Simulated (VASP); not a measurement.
Write the native input for VASP 6.6.1 that does the following.

* Task: relaxation of cell and atoms
* Functional: rev-vdW-DF2
* Potentials or basis: VASP PAW PBE potentials, release 64 (Sr_sv, Ti_sv, O)
* Cutoff: 600 eV
* k mesh: 8 × 8 × 8
* Occupations: gaussian, width 0.03 eV
* Spin: no spin polarisation
* Further INCAR settings: ALGO = Normal; EDIFF = 1e-06; IBRION = 2; EDIFFG = -0.01; NSW = 90; ISIF = 3

The structure of SrTiO3 lies in POSCAR:

```
SrTiO3
1.0
    3.9052800000      0.0000000000      0.0000000000
    0.0000000000      3.9052800000      0.0000000000
    0.0000000000      0.0000000000      3.9052800000
Sr Ti O
1 1 3
Direct
    0.5000000000      0.5000000000      0.5000000000
    0.0000000000      0.0000000000      0.0000000000
    0.5000000000      0.0000000000      0.0000000000
    0.0000000000      0.5000000000      0.0000000000
    0.0000000000      0.0000000000      0.5000000000
```

The input as run:

INCAR

```
SYSTEM = SrTiO3
PREC     = Accurate       ! precision mode
ENCUT    = 600            ! plane-wave cutoff, eV
EDIFF    = 1E-6           ! SCF threshold, eV
ISMEAR   = 0              ! smearing method
SIGMA    = 0.03           ! smearing width, eV
LREAL    = .False.        ! projectors in reciprocal space
LASPH    = .True.         ! aspherical terms in the spheres
NELM     = 80             ! most SCF steps
ALGO     = Normal         ! electronic algorithm
ISIF     = 3              ! what is computed and relaxed
LWAVE    = .False.        ! write WAVECAR
LCHARG   = .False.        ! write CHGCAR
GGA      = MK             ! functional
LUSE_VDW = .True.       
AGGAC    = 0.0          
PARAM1   = 0.1234       
PARAM2   = 0.711357     
ZAB_VDW  = -1.8867      
IBRION   = 2              ! ionic algorithm
NSW      = 90             ! ionic steps
EDIFFG   = -0.01          ! ionic threshold
```

KPOINTS

```
regular mesh
0
Gamma
  8 8 8
  0 0 0
```

Potentials or basis: VASP PAW PBE potentials, release 64 (Sr_sv, Ti_sv, O).

Command:

```console
$ cat potpaw_PBE.64/Sr_sv/POTCAR potpaw_PBE.64/Ti_sv/POTCAR potpaw_PBE.64/O/POTCAR > POTCAR
$ mpirun -np 1 vasp_std > vasp.out
```

It gave:

The relaxed volume is 12.01 Å³/atom. The relaxed cell is a = 3.916 Å, b = 3.916 Å, c = 3.916 Å, α = 90.00°, β = 90.00°, γ = 90.00°, the space group after relaxing (to 0.05 Å) is Pm-3m (No. 221) and the energy gained by relaxing is 0.5 meV/atom. The ionic steps are 3 and the pressure after relaxing is 0.0 GPa. The band gap on the k mesh is 1.82 eV, indirect (least direct gap 2.18 eV).

Caveat: the PAW data sets were made with another functional, which shifts forces and pressure a little.

Run time: 3.6 min on 1 thread of Intel(R) Xeon(R) Platinum 8259CL CPU @ 2.50GHz (Skylake/Cascade Lake) (shared host), peak memory 0.43 GiB.
